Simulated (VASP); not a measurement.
## CsH: dielectric tensor with BLYP+D4

CsH:

```
CELL_PARAMETERS angstrom
3.81841 0.00000 0.00000
0.00000 3.81841 0.00000
0.00000 0.00000 3.81841
ATOMIC_POSITIONS crystal
Cs 0.00000 0.00000 0.00000
H 0.50000 0.50000 0.50000
```

The cell comes from a database or a generator and needn't be the stable form of this composition.

| Item | Value |
| --- | --- |
| Program | VASP 6.6.1 |
| Task | dielectric tensor |
| Functional | BLYP |
| Dispersion | D4 |
| Potentials or basis | VASP PAW PBE potentials, release 64 (Cs_sv, H) |
| Cutoff | 520 eV |
| k mesh | 7 × 7 × 7 |
| Occupations | fermi-dirac, width 0.1 eV |
| Spin | no spin polarisation |
| Further INCAR settings | ALGO = Normal; EDIFF = 1e-08 |

```yaml
Band_gap_on_the_k_mesh: 3.23 eV, indirect (least direct gap 3.31 eV)
Electronic_dielectric_tensor_diagonal: 3.46
Born_charges_mean_of_the_diagonal: Cs +1.19; H -1.19 e
Dispersion_energy_per_atom: -0.356 eV
```

Levels at points of the mesh, in eV from the valence-band top:
```tsv
k point	band 3	band 4	band 5	band 6	band 7	band 8
(0.00, 0.00, 0.00)	-7.65	-7.65	-1.62	3.67	3.67	7.41
```

Electronic dielectric tensor:
```
3.46 0.00 0.00
0.00 3.46 0.00
0.00 0.00 3.46
```

Born effective charge tensors (e):
atom 1, Cs
```
1.19 0.00 0.00
0.00 1.19 0.00
0.00 0.00 1.19
```
atom 2, H
```
-1.19  0.00  0.00
 0.00 -1.19  0.00
 0.00  0.00 -1.19
```

It took 2.2 min on 1 thread of Intel(R) Xeon(R) 6975P-C (Granite Rapids), with other jobs on the host, peak memory 0.18 GiB.

Caveat: spin-orbit coupling is left out, which moves the levels of the heavy elements; an odd mesh through Γ misses points on the zone boundary, where band edges often lie.
